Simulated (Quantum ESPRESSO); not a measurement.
# Ge (Fd-3m) in Quantum ESPRESSO: further runs, part 4 of 5

Quantum ESPRESSO 7.5.

## 5. Phonons, PBE+D2

pw.in

```
&CONTROL
  calculation = 'scf'
  prefix = 'pwscf'
  outdir = './tmp'
  pseudo_dir = './pseudo'
  tprnfor = .true.
  tstress = .true.
  disk_io = 'low'
/
&SYSTEM
  ibrav = 0
  nat = 2
  ntyp = 1
  ecutwfc = 78
  nbnd = 21
  occupations = 'smearing'
  smearing = 'mp'
  degauss = 0.01469973
  vdw_corr = 'grimme-d2'
/
&ELECTRONS
  conv_thr = 4d-10
  electron_maxstep = 120
  mixing_beta = 0.5
/
ATOMIC_SPECIES
Ge    72.6300 Ge.upf
CELL_PARAMETERS angstrom
   0.0000000000    2.8289100000    2.8289100000
   2.8289100000    0.0000000000    2.8289100000
   2.8289100000    2.8289100000    0.0000000000
ATOMIC_POSITIONS crystal
Ge     0.7500000000    0.7500000000    0.7500000000
Ge     0.5000000000    0.5000000000    0.5000000000
K_POINTS automatic
8 8 8 0 0 0
```

relax.in

```
&CONTROL
  calculation = 'vc-relax'
  prefix = 'pwscf'
  outdir = './tmp'
  pseudo_dir = './pseudo'
  tprnfor = .true.
  tstress = .true.
  disk_io = 'low'
  nstep = 40
  forc_conv_thr = 0.0001
  etot_conv_thr = 1d-06
/
&SYSTEM
  ibrav = 0
  nat = 2
  ntyp = 1
  ecutwfc = 78
  nbnd = 21
  occupations = 'smearing'
  smearing = 'mp'
  degauss = 0.01469973
  vdw_corr = 'grimme-d2'
/
&ELECTRONS
  conv_thr = 4d-10
  electron_maxstep = 120
  mixing_beta = 0.5
/
&IONS
  ion_dynamics = 'bfgs'
/
&CELL
  cell_dynamics = 'bfgs'
  press = 0
  press_conv_thr = 0.2
/
ATOMIC_SPECIES
Ge    72.6300 Ge.upf
CELL_PARAMETERS angstrom
   0.0000000000    2.8289100000    2.8289100000
   2.8289100000    0.0000000000    2.8289100000
   2.8289100000    2.8289100000    0.0000000000
ATOMIC_POSITIONS crystal
Ge     0.7500000000    0.7500000000    0.7500000000
Ge     0.5000000000    0.5000000000    0.5000000000
K_POINTS automatic
8 8 8 0 0 0
```

scf2.in

```
&CONTROL
  calculation = 'scf'
  prefix = 'pwscf'
  outdir = './tmp'
  pseudo_dir = './pseudo'
  tprnfor = .true.
  tstress = .true.
  disk_io = 'low'
/
&SYSTEM
  ibrav = 0
  nat = 2
  ntyp = 1
  ecutwfc = 78
  nbnd = 21
  occupations = 'fixed'
  vdw_corr = 'grimme-d2'
/
&ELECTRONS
  conv_thr = 1d-13
  electron_maxstep = 120
  mixing_beta = 0.5
  startingpot = 'file'
  startingwfc = 'file'
/
ATOMIC_SPECIES
Ge    72.6300 Ge.upf
CELL_PARAMETERS angstrom
   0.0000000000    2.8212632921    2.8212632921
   2.8212632921    0.0000000000    2.8212632921
   2.8212632921    2.8212632921    0.0000000000
ATOMIC_POSITIONS crystal
Ge     0.7500000000    0.7500000000    0.7500000000
Ge     0.5000000000    0.5000000000    0.5000000000
K_POINTS automatic
8 8 8 0 0 0
```

ph.in

```
phonons of Ge
&INPUTPH
  prefix = 'pwscf'
  outdir = './tmp'
  tr2_ph = 1d-16
  fildyn = 'dyn'
  niter_ph = 60
  alpha_mix(1) = 0.7
  epsil = .true.
/
0.0000000000 0.0000000000 0.0000000000
```

dynmat.in

```
&INPUT
  fildyn = 'dyn'
  asr = 'crystal'
  lperm = .true.
  filout = 'dynmat.disp'
  fileig = 'dynmat.eig'
/
```

dynmat_lo.in

```
&INPUT
  fildyn = 'dyn'
  asr = 'crystal'
  filout = 'dynmat_lo.disp'
  fileig = 'dynmat_lo.eig'
  q(1) = 0
  q(2) = 0
  q(3) = 1
/
```

Potentials or basis: PseudoDojo 0.4.1 SR PBE standard.

On the command line:

```sh
OMP_NUM_THREADS=1 pw.x -in pw.in > pw.out
OMP_NUM_THREADS=1 pw.x -in relax.in > relax.out
OMP_NUM_THREADS=1 pw.x -in scf2.in > scf2.out
OMP_NUM_THREADS=1 ph.x -in ph.in > ph.out
OMP_NUM_THREADS=1 dynmat.x -in dynmat.in > dynmat.out
OMP_NUM_THREADS=1 dynmat.x -in dynmat_lo.in > dynmat_lo.out
```

pw.out:

```text
This program is part of the open-source Quantum ESPRESSO suite
     for quantum simulation of materials; please cite
[... 9 lines left out ...]
     --------------------
     sticks:   dense  smooth     PW     G-vecs:    dense   smooth      PW
     Sum        1237    1237    361                28475    28475    4573

     Using Slab Decomposition

     bravais-lattice index     =            0
     lattice parameter (alat)  =       7.5602  a.u.
     unit-cell volume          =     305.5512 (a.u.)^3
     number of atoms/cell      =            2
     number of atomic types    =            1
     number of electrons       =        28.00
     number of Kohn-Sham states=           21
     kinetic-energy cutoff     =      78.0000  Ry
     charge density cutoff     =     312.0000  Ry
     scf convergence threshold =      4.0E-10
     mixing beta               =       0.5000
     number of iterations used =            8  plain     mixing
     Exchange-correlation= PBE
                           (   1   4   3   4   0   0   0)

     celldm(1)=   7.560195  celldm(2)=   0.000000  celldm(3)=   0.000000
     celldm(4)=   0.000000  celldm(5)=   0.000000  celldm(6)=   0.000000

     crystal axes: (cart. coord. in units of alat)
               a(1) = (   0.000000   0.707107   0.707107 )
               a(2) = (   0.707107   0.000000   0.707107 )
               a(3) = (   0.707107   0.707107   0.000000 )

     reciprocal axes: (cart. coord. in units 2 pi/alat)
               b(1) = ( -0.707107  0.707107  0.707107 )
               b(2) = (  0.707107 -0.707107  0.707107 )
               b(3) = (  0.707107  0.707107 -0.707107 )

     PseudoPot. # 1 for Ge read from file:
     Ge.upf
     Pseudo is Norm-conserving + core correction, Zval = 14.0
     Generated using ONCVPSP code by D. R. Hamann
     Using radial grid of 1560 points,  6 beta functions with:
                l(1) =   0
                l(2) =   0
                l(3) =   1
                l(4) =   1
                l(5) =   2
                l(6) =   2

     atomic species   valence    mass     pseudopotential
     Ge               14.00    72.63000     Ge( 1.00)

     48 Sym. Ops., with inversion, found (24 have fractional translation)

   Cartesian axes

     site n.     atom                  positions (alat units)
         1        Ge     tau(   1) = (   1.0606602   1.0606602   1.0606602  )
         2        Ge     tau(   2) = (   0.7071068   0.7071068   0.7071068  )

     -------------------------------------------------
     Parameters for Dispersion (Grimme-D2) Correction:
     -------------------------------------------------
       atom      VdW radius       C_6

        Ge         3.264        593.221

     number of k points=    29  Methfessel-Paxton smearing, width (Ry)=  0.0147
                       cart. coord. in units 2pi/alat
        k(    1) = (   0.0000000   0.0000000   0.0000000), wk =   0.0039062
        k(    2) = (   0.0883883   0.0883883  -0.0883883), wk =   0.0312500
        k(    3) = (   0.1767767   0.1767767  -0.1767767), wk =   0.0312500
        k(    4) = (   0.2651650   0.2651650  -0.2651650), wk =   0.0312500
        k(    5) = (  -0.3535534  -0.3535534   0.3535534), wk =   0.0156250
        k(    6) = (   0.1767767   0.0000000   0.0000000), wk =   0.0234375
[... 21 lines left out ...]
        k(   28) = (  -0.7071068   0.1767767  -0.0000000), wk =   0.0468750
        k(   29) = (  -0.7071068   0.3535534   0.0000000), wk =   0.0234375

     Dense  grid:    28475 G-vectors     FFT dimensions: (  48,  48,  48)

     Initial potential from superposition of free atoms

     starting charge      27.9984, renormalised to      28.0000
     Starting wfcs are   18 randomized atomic wfcs +    3 random wfcs

     Self-consistent Calculation

     iteration #  1     ecut=    78.00 Ry     beta= 0.50
     Davidson diagonalization with overlap
     ethr =  1.00E-02,  avg # of iterations =  5.2

     Threshold (ethr) on eigenvalues was too large:
     Diagonalizing with lowered threshold

     Davidson diagonalization with overlap
     ethr =  1.20E-04,  avg # of iterations =  3.6

     total energy              =    -357.33249323 Ry
     estimated scf accuracy    <       0.03427987 Ry
[... 50 lines left out ...]
     iteration #  9     ecut=    78.00 Ry     beta= 0.50
     Davidson diagonalization with overlap
     ethr =  1.91E-12,  avg # of iterations =  2.0

     End of self-consistent calculation

          k = 0.0000 0.0000 0.0000 (  3527 PWs)   bands (ev):

   -15.3082 -15.3082 -15.3082 -15.2735 -15.2735 -15.0625 -15.0625 -15.0625
   -15.0504 -15.0504  -3.2164   9.5556   9.5556   9.5556   9.5875  12.1088
    12.1088  12.1088  15.9919  18.9897  18.9897

          k = 0.0884 0.0884-0.0884 (  3575 PWs)   bands (ev):
[... 19 lines left out ...]
   -15.3326 -15.3326 -15.2906 -15.2317 -15.2317 -15.0980 -15.0980 -15.0830
   -15.0222 -15.0222  -1.1277   1.9580   8.1520   8.1520   9.7373  13.2971
    13.2971  16.7020  20.1294  20.6386  20.7874

          k = 0.1768 0.0000 0.0000 (  3575 PWs)   bands (ev):

   -15.3159 -15.3138 -15.3138 -15.2646 -15.2496 -15.0972 -15.0585 -15.0539
   -15.0539 -15.0351  -2.9619   7.1680   8.6817   8.6817  11.4612  11.8059
    13.3036  13.3036  16.9239  17.2128  19.2567

          k = 0.2652 0.0884-0.0884 (  3563 PWs)   bands (ev):
[... 25 lines left out ...]
   -15.3356 -15.3332 -15.2875 -15.2423 -15.2246 -15.1106 -15.0951 -15.0745
   -15.0262 -15.0178  -2.0585   4.0455   7.0054   8.6298  11.1948  13.3290
    13.5212  15.2671  17.1429  18.4764  19.9456

          k = 0.0000-0.1768 0.1768 (  3557 PWs)   bands (ev):

   -15.3277 -15.3204 -15.3019 -15.2547 -15.2431 -15.0954 -15.0853 -15.0543
   -15.0448 -15.0259  -2.7135   5.9249   7.8158   9.1738  11.2788  12.6786
    12.8390  14.3498  17.0987  18.0541  18.1752

          k = 0.3536 0.0000 0.0000 (  3543 PWs)   bands (ev):

   -15.3264 -15.3264 -15.3149 -15.2394 -15.2041 -15.1496 -15.0817 -15.0373
   -15.0341 -15.0341  -2.2063   4.8406   7.5200   7.5200  10.5719  12.3026
    15.3927  15.3927  16.6463  19.7214  20.0595

          k = 0.4419 0.0884-0.0884 (  3546 PWs)   bands (ev):
[... 13 lines left out ...]
   -15.3568 -15.3420 -15.2584 -15.2025 -15.1935 -15.1445 -15.1341 -15.1005
   -15.0098 -14.9970  -0.5548   1.9603   5.4105   7.4757  11.1762  14.5938
    15.2229  16.3484  17.2717  18.5574  21.4069

          k = 0.0000-0.3536 0.3536 (  3555 PWs)   bands (ev):

   -15.3488 -15.3415 -15.2645 -15.2292 -15.2019 -15.1302 -15.1100 -15.0981
   -15.0108 -15.0073  -1.3317   3.0287   5.6941   8.0518  11.5202  14.3491
    14.6745  14.8695  17.2086  19.0243  21.4916

          k = 0.5303-0.0000 0.0000 (  3539 PWs)   bands (ev):

   -15.3376 -15.3376 -15.2951 -15.2061 -15.2023 -15.1520 -15.1169 -15.0610
   -15.0156 -15.0156  -0.9777   2.6450   6.7488   6.7488  10.1335  11.1261
    17.6062  17.6062  18.8207  21.4024  21.9768

          k =-0.0884-0.6187 0.6187 (  3541 PWs)   bands (ev):

   -15.3488 -15.3412 -15.2692 -15.2219 -15.1818 -15.1381 -15.1353 -15.0882
   -15.0098 -15.0031  -0.1480   1.5979   5.9951   6.6610  10.4545  11.5036
    17.4581  17.8683  20.1410  21.4263  21.5104

          k = 0.0000-0.5303 0.5303 (  3536 PWs)   bands (ev):

   -15.3590 -15.3431 -15.2549 -15.1963 -15.1709 -15.1571 -15.1522 -15.1026
   -15.0077 -14.9934   0.1982   1.2602   5.2236   6.9237  10.7137  13.6423
    16.7751  16.9374  17.7352  19.3531  23.1509

          k =-0.7071 0.0000 0.0000 (  3540 PWs)   bands (ev):

   -15.3420 -15.3420 -15.2572 -15.2572 -15.1592 -15.1592 -15.1016 -15.1016
   -15.0082 -15.0082   0.6690   0.6690   6.4835   6.4835  10.3058  10.3058
    19.0698  19.0698  21.1675  21.1675  22.3550

          k = 0.3536 0.1768 0.0000 (  3553 PWs)   bands (ev):

   -15.3369 -15.3342 -15.2917 -15.2374 -15.2086 -15.1393 -15.0879 -15.0682
   -15.0249 -15.0173  -1.9807   4.1881   6.7030   7.9407  11.9224  12.3638
    14.2117  15.0995  17.5874  19.7067  19.9419

          k =-0.2652-0.4419 0.6187 (  3557 PWs)   bands (ev):
[... 19 lines left out ...]
   -15.3571 -15.3477 -15.2474 -15.1928 -15.1847 -15.1596 -15.1404 -15.1081
   -15.0041 -14.9954  -0.0303   1.5254   5.4202   6.4728  11.8532  13.7813
    14.6590  16.6455  18.4574  21.2091  21.7275

          k = 0.0000-0.3536 0.5303 (  3557 PWs)   bands (ev):

   -15.3575 -15.3472 -15.2480 -15.1992 -15.1728 -15.1692 -15.1361 -15.1077
   -15.0048 -14.9957  -0.3565   1.8865   5.2696   6.8334  12.2255  14.0815
    14.5421  16.3342  17.7825  19.2321  22.9297

          k =-0.7071 0.1768-0.0000 (  3542 PWs)   bands (ev):

   -15.3496 -15.3496 -15.2382 -15.2382 -15.1609 -15.1609 -15.1179 -15.1179
   -15.0016 -15.0016   0.7166   0.7166   6.0177   6.0177  11.4965  11.4965
    17.1636  17.1636  20.6125  20.6125  22.4538

          k =-0.7071 0.3536 0.0000 (  3552 PWs)   bands (ev):

   -15.3558 -15.3558 -15.2149 -15.2149 -15.1668 -15.1668 -15.1346 -15.1346
   -14.9962 -14.9962   0.7667   0.7667   5.6536   5.6536  13.8821  13.8821
    14.2718  14.2718  20.5760  20.5760  22.5387

     the Fermi energy is     9.6133 ev

!    total energy              =    -357.33250917 Ry
     estimated scf accuracy    <          3.2E-11 Ry
     smearing contrib. (-TS)   =       0.00002333 Ry
     internal energy E=F+TS    =    -357.33253249 Ry

     The total energy is F=E-TS. E is the sum of the following terms:
     one-electron contribution =    -183.18377612 Ry
     hartree contribution      =     110.72204973 Ry
     xc contribution           =     -87.32022179 Ry
     ewald contribution        =    -197.50075820 Ry
     Dispersion Correction     =      -0.04982612 Ry

     convergence has been achieved in   9 iterations

     Forces acting on atoms (cartesian axes, Ry/au):

     atom    1 type  1   force =     0.00000000    0.00000000    0.00000000
     atom    2 type  1   force =     0.00000000   -0.00000000    0.00000000

     Total force =     0.000000     Total SCF correction =     0.000000

     Computing stress (Cartesian axis) and pressure

          total   stress  (Ry/bohr**3)                   (kbar)     P=       -5.46
  -0.00003714  -0.00000000  -0.00000000           -5.46       -0.00       -0.00
  -0.00000000  -0.00003714  -0.00000000           -0.00       -5.46       -0.00
  -0.00000000  -0.00000000  -0.00003714           -0.00       -0.00       -5.46

=------------------------------------------------------------------------------=
   JOB DONE.
=------------------------------------------------------------------------------=
```

Run time: 22 min. Hardware: 1 thread of Arm Neoverse V1, shared host; peak memory 0.1 GiB.

What came out:

| Quantity | Value |
| --- | --- |
| Free energy | -4861.7572 eV |
| Relaxed volume | 22.46 Å³/atom |
| Relaxed cell | a = 3.990 Å, b = 3.990 Å, c = 3.990 Å, α = 60.00°, β = 60.00°, γ = 60.00° |
| Space group after relaxing (to 0.05 Å) | Fd-3m (No. 227) |
| Pressure after relaxing | -0.1 GPa |
| Band gap on the k mesh | 0.11 eV, direct |
| Highest phonon frequency at Γ | 299 cm⁻¹ |

Final structure:
```
Ge
1.0
     0.00000    2.82126    2.82126
     2.82126    0.00000    2.82126
     2.82126    2.82126    0.00000
Ge
2
Direct
  0.75000 0.75000 0.75000
  0.50000 0.50000 0.50000
```

Levels at points of the mesh, in eV from the valence-band top:
```csv
k point,band 10,band 11,band 12,band 13,band 14,band 15,band 16,band 17,band 18,band 19
"(0.00, 0.00, 0.00)",-24.61,-12.83,0.00,0.00,0.00,0.11,2.56,2.56,2.56,6.46
"(0.00, 0.00, -0.50)",-24.59,-10.73,-7.64,-1.42,-1.42,0.21,3.75,3.75,7.15,10.63
"(0.00, -0.50, -0.50)",-24.57,-8.92,-8.92,-3.10,-3.10,0.74,0.74,9.58,9.58,11.69
```

Phonon frequencies in cm⁻¹ (negative: imaginary):
```csv
q point,frequencies
"(0.000, 0.000, 0.000)",-3 -3 -3 299 299 299
```

Optical modes at Γ, degenerate ones joined, polar ones without the macroscopic field:
```
cm⁻¹  components  symmetry  active in
 299           3       T2g      Raman
```

Caveat: this smearing can shift energies of a crystal with a gap; the gap on the mesh is small and may close between mesh points, in which case fixed occupations spoil the response.

[end of part 4 of 5]
